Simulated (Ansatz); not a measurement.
MgO: energy along a strain

MgO, P6_3/mmc, a = 3.484 Å, c = 4.186 Å. This isn't the usual stable structure of the compound. Ansatz: r2SCAN, PAW, 500 eV, Γ-centred 6×6×6 mesh on 4 atoms, Gaussian smearing 0.05 eV; no spin polarisation. Cell vectors (Å): 3.484 0.000 0.000; -1.742 3.017 0.000; 0.000 0.000 4.186. The cell is strained by x per cent times the pattern (0 0 0 0 1 0) in the order xx yy zz yz xz xy (engineering shears), with fractional coordinates held. y is the free energy over the start, V0 = 11.001 Å³/atom. Symmetry makes y even in x.

| x (%) | y (meV/atom) |
| --- | --- |
| -4.00 | ? |
| -2.00 | 1.67 |
| 0.00 | 0.00 |
| 0.50 | 0.10 |
| 1.00 | 0.42 |
| 1.50 | 0.94 |
| 2.50 | 2.61 |
| 3.00 | 3.76 |
| 3.50 | 5.12 |

**Question.** Fit y = c2 x² + c4 x⁴ to the other rows, get the stiffness along the pattern, and predict the missing energy.

**Answer.** Least squares on the rows shown. y = 0.4174 x² + 4.539×10⁻⁵ x⁴. The clamped-ion stiffness p·C·p = 2 × 4.174 eV × 160.2 / 11.001 Å³ = 122 GPa, which is C55 in these axes. At x = -4.00 the fit asked for gives 6.69 meV/atom. The run gave 6.69 meV/atom, the same to the digits shown.

Cost: 9 runs of about 1 core-minutes in all, on Arm Neoverse V2 (shared hosts).